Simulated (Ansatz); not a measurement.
## An elastic constant from a strain scan in TiAl

Level of theory: DFT PBE, scalar-relativistic, plane waves, PAW in Ansatz. Cutoff 420 eV, Γ-centred 16×16×12 k-points, Gaussian smearing of 0.15 eV. No spin polarisation. Energies are free energies at this smearing, counted from the undisturbed cell; pressure is positive in compression.

Reference structure (as given, not relaxed at this level; it stands at -0.7 GPa, and it needn't be the usual structure):

```
Ti Al
1.0
     2.83730    0.00000    0.00000
     0.00000    2.83730    0.00000
     0.00000    0.00000    4.05910
Ti Al
1 1
Cartesian
  0.0000 0.0000 0.0000
  1.4186 1.4186 2.0295
```

The cell is strained by ε times the Voigt pattern (1, -1, 0, 0, 0, 0) (xx, yy, zz, yz, xz, xy; engineering shear) with fractional coordinates fixed. The cell holds 2 atoms in V0 = 32.68 Å³. The stress column is τ = (1/V0) dE/dε, got from the stress tensor σ (compression positive) at each point as −det(1 + εP) σ : P(1 + εP)⁻¹, with P the pattern as a tensor.

```csv
ε,ΔE (meV/atom),τ (GPa)
-0.0875,107.147,-25.071
-0.0750,77.738,-21.054
-0.0625,53.454,-17.078
-0.0500,34.064,-13.409
-0.0375,19.145,-10.019
-0.0250,8.508,-6.671
-0.0125,2.130,-3.338
0.0000,0.000,0.000
0.0125,2.130,3.338
0.0250,8.508,6.671
0.0375,19.145,10.019
0.0500,34.064,13.409
0.0625,53.454,17.078
0.0750,77.738,21.054
0.0875,107.147,25.071
0.1000,?,?
```

Task: Which combination of elastic constants does this scan measure, and how large is it?

Result: For small ε, τ = τ0 + Kε with K = pᵀCp, which for this pattern is C11 + C22 − 2 C12 in the Cartesian frame shown. The parabola through τ at ε = -0.0125, 0 and 0.0125 has slope K = 267 GPa at zero. The energies per cell, E = NΔE, of the same two points give K = 2[E(ε₊)/ε₊ − E(ε₋)/ε₋]/[(ε₊ − ε₋)V0] = 267 GPa, in agreement.

Task: Predict the withheld row at ε = 0.1000 from the harmonic law, and compare.

Result: ΔE = V0(τ0 ε + Kε²/2)/N = 136.160 meV/atom and τ = 26.70 GPa. The calculation gives 141.579 meV/atom and 28.93 GPa, a miss of 4.0 % of the harmonic energy, so the harmonic law still holds here.

In a metal these slopes depend on the k mesh and the smearing.